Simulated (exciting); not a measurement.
Crystal: ZrS2.

```
Zr S
1.0
     3.69138    0.00000    0.00000
    -1.84569    3.19683    0.00000
     0.00000    0.00000    6.04108
Zr S
1 2
Direct
  0.00000 0.00000 0.00000
  0.33333 0.66667 0.23791
  0.66667 0.33333 0.76209
```

The cell is a database's computed one.

Base run:

| Quantity | Value |
| --- | --- |
| Program | exciting (release sodium) |
| Functional | PBE |
| Potentials or basis | all-electron LAPW+lo, shipped species files, valence relativity iora* |
| rgkmax | 7.5 |
| k mesh | 8 × 8 × 5 |
| Occupations | fermi-dirac, width 0.05 eV |
| Spin | no spin polarisation |

Its results: band gap on the k mesh 1.06 eV, indirect (least direct gap 1.64 eV).

**Question.** The run is repeated on the same cell with these changes: functional from PBE to LDA. What comes out?

**Answer.** Band gap on the k mesh 0.94 eV, indirect (least direct gap 1.53 eV).

Caveats: an odd mesh through Γ misses points on the zone boundary, where band edges often lie (some runs).

Not every run made on this cell is shown here.
